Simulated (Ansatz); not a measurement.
Crystal: HfC.

```
CELL_PARAMETERS angstrom
3.34287 0.00000 0.00000
-1.67143 2.89501 0.00000
0.00000 0.00000 5.20271
ATOMIC_POSITIONS crystal
Hf 0.33333 0.66667 0.25000
Hf 0.66667 0.33333 0.75000
C 0.00000 0.00000 0.50000
C 0.00000 0.00000 0.00000
```

The cell comes from a database or a generator and needn't be the stable form of this composition.

- Program: Ansatz 0.2.0
- Task: single point
- Functional: PBE
- Potentials or basis: Ansatz PAW
- Cutoff: 420 eV (not typed: the program's choice for these potentials)
- k mesh: 9 × 9 × 5
- Occupations: fermi-dirac, width 0.05 eV
- Spin: no spin polarisation

On this cell: pressure -0.7 GPa; largest force under 0.003 eV/Å; band gap on the k mesh none (metal or under the smearing width).

The same run follows on a disturbed copy (atoms moved at random, drawn with an rms of 0.05 Å):

```
Hf C
1.0
     3.34287    0.00000    0.00000
    -1.67143    2.89501    0.00000
     0.00000    0.00000    5.20271
Hf C
2 2
Cartesian
  0.0184 1.9297 1.3330
  1.6896 0.9914 3.8974
  0.0211 0.0196 2.5995
  0.0130 -0.0151 0.0159
```

**Question.** What does the disturbed cell give?

**Answer.** The energy (extrapolated to zero smearing) moves by +4.9 meV/atom; pressure -0.5 GPa; largest force 0.661 eV/Å; band gap on the k mesh none (metal or under the smearing width).

Forces in eV/Å, atoms in the order of the input:
```
Hf  -0.020  0.045 -0.634
Hf  -0.013 -0.360  0.554
C   -0.018 -0.001  0.176
C    0.052  0.316 -0.096
```

Stress tensor (GPa, compression positive):
```
-1.84  0.00 -0.01
 0.00 -1.88 -0.10
-0.01 -0.10  2.09
```
